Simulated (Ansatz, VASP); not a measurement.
One calculation of Pt, two programs

```
CELL_PARAMETERS angstrom
2.68878 0.00138 -0.00048
-1.34320 2.33758 -0.00330
-0.00083 -0.00727 4.84601
ATOMIC_POSITIONS crystal
Pt 0.66207 0.32431 0.72935
Pt 0.32098 0.71595 0.22981
```

This isn't the form of Pt at room conditions, which is fcc.

Alike in both runs: task single point; functional PBEsol; k mesh 7 × 7 × 4; no spin polarisation.

```csv
,VASP,Ansatz
version,VASP 6.6.1,Ansatz 0.2.0
potentials or method,"VASP PAW PBE potentials, release 64 (Pt)","plane waves, PAW"
plane-wave cutoff (eV),520,420
occupations,"methfessel-paxton of order 1, width 0.1 eV",cold
valence electrons in the cell,20,36
```

|  | VASP | Ansatz | Ansatz less VASP |
| --- | --- | --- | --- |
| pressure (GPa) | -0.5 | -0.1 | +0.39 |
| largest component of the traceless stress (GPa) | 0.84 | 0.85 | +0.012 |
| rms of the force components (eV/Å) | 0.053 | 0.053 | -0.0005 |

Atom by atom the forces differ by 0.002 eV/Å (rms over components). The two sets of potentials don't hold the same shells in valence.

Caveats: the k mesh is coarse (spacing up to 0.38 Å⁻¹), so the values aren't converged; the PAW data sets were made with another functional, which shifts forces and pressure a little (VASP). The runs have no spin-orbit coupling, so splittings on Pt are missing.
